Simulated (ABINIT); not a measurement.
Runs of ABINIT 10.8.3 (patched build) on SrCl2. It takes space group Fm-3m (No. 225, cubic). Conventional cell: a = 6.977 Å, b = 6.977 Å, c = 6.977 Å, α = 90.00°, β = 90.00°, γ = 90.00°. Sr (site symmetry m-3m) has 8 Cl at 3.02 Å as nearest neighbours. Cl (site symmetry -43m) has 4 Sr at 3.02 Å as nearest neighbours. 

| task | level | potentials or basis | cell | k mesh | cutoff (eV) | smearing | stop of the response cycle (tolvrs) | acoustic sum rule (asr) | cell freedom (optcell) | optimiser (ionmov) | cutoff smearing ecutsm (Ha) | mesh quality | gap on the mesh (eV) | pressure (GPa) | relaxed volume (Å³/atom) |
| --- | --- | --- | --- | --- | --- | --- | --- | --- | --- | --- | --- | --- | --- | --- | --- |
| single point | PBE | SPMS NC PBE v1.0 | as given | 5 × 5 × 5 | 490 | fermi-dirac 0.05 eV | - | - | - | - | - | not flagged | 5.41 | 0.7 | - |
| dielectric tensor | PBE | SG15 NC PBE v1.2 | as given | 2 × 2 × 2, with 4 shifts | 707 | fixed | 1e-10 | 1 | - | - | - | coarse | - | 0.9 | - |
| single point | PBE | SG15 NC PBE v1.2 | as given | 5 × 5 × 5 | 707 | fermi-dirac 0.05 eV | - | - | - | - | - | not flagged | 5.42 | 1.0 | - |
| relaxation of cell and atoms | LDA | JTH PAW LDA v2.0 | relaxed | 5 × 5 × 5 | 680 | fermi-dirac 0.05 eV | - | - | 2 | 2 | 0.5 | not flagged | (b) | 0.0 | 26.22 |
| positron lifetime | PBEsol | JTH PAW PBE v2.0 | as given | 5 × 5 × 5 | 517 | fermi-dirac 0.05 eV | - | - | - | - | - | not flagged | (a) | -1.2 | - |
| relaxation of cell and atoms | PBE | PseudoDojo NC SR PBE v0.4.1 standard | relaxed | 5 × 5 × 5 | 925 | fermi-dirac 0.05 eV | - | - | 2 | 2 | 0.5 | not flagged | 5.30 | 0.0 | (c) |
| one-shot levels of the hybrid HSE06 | PBE | SPMS NC PBE v1.0 | as given | 4 × 4 × 4 | 599 | fixed | - | - | - | - | - | not flagged | 5.34 | - | - |
| relaxation of cell and atoms | LDA | PseudoDojo NC SR LDA v0.4 stringent | relaxed | 5 × 5 × 5 | 925 | fermi-dirac 0.05 eV | - | - | 2 | 2 | 0.5 | not flagged | 5.26 | 0.0 | 26.19 |

Alike in all rows: no spin polarisation.

Task: Fill in the values left out.

Result: (a) 5.22; (b) 5.25; (c) 29.07.

Caveats: some runs use coarse meshes; an odd mesh through Γ misses points on the zone boundary, where band edges often lie (some runs); the PAW basis is incomplete for the positron (some runs); the PAW data sets were made with another functional, which shifts forces and pressure a little (some runs); Libxc's HSE differs a little from that of other programs (some runs); this build's HSE levels may be imprecise (some runs).

A k mesh can miss the band edges, and the runs leave out spin-orbit coupling on Sr.

Not every run made on this cell is shown here.
